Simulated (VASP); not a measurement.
Runs of VASP 6.6.1 on SiC. The cell holds a sheet with vacuum, 2 atoms: a = 3.090 Å, b = 3.090 Å, c = 16.000 Å, α = 90.00°, β = 90.00°, γ = 120.00°. The cell was built by a generator and needn't be a form met in nature.

```csv
task,level,cell,k mesh,cutoff (eV),dipole correction,grid for exact exchange (PRECFOCK),exchange at q = 0,screening parameter,gap on the mesh (eV)
relaxation of cell and atoms,PBE+D3(BJ),relaxed,12 × 12 × 1,600,no,-,-,-,2.55
work function,r2SCAN,"P-6m2, 66.16 Å³/atom",12 × 12 × 1,520,yes,-,-,-,2.84
work function,PBE0,"P-6m2, 66.16 Å³/atom",6 × 6 × 1,520,yes,Fast,default,-,(a)
work function,HSE06,"P-6m2, 66.16 Å³/atom",6 × 6 × 1,520,yes,Fast,-,0.2 1/A,3.36
work function,PBE,"P-6m2, 66.16 Å³/atom",12 × 12 × 1,520,yes,-,-,-,2.55
```

Alike in all rows: potentials or basis VASP PAW PBE potentials, release 64 (Si, C); no spin polarisation; smearing gaussian 0.03 eV.

Problem. Fill in the values left out.

Solution. (a) 4.07.

Caveats: the PAW data sets were made with another functional, which shifts forces and pressure a little (some runs).

A k mesh can miss the band edges.
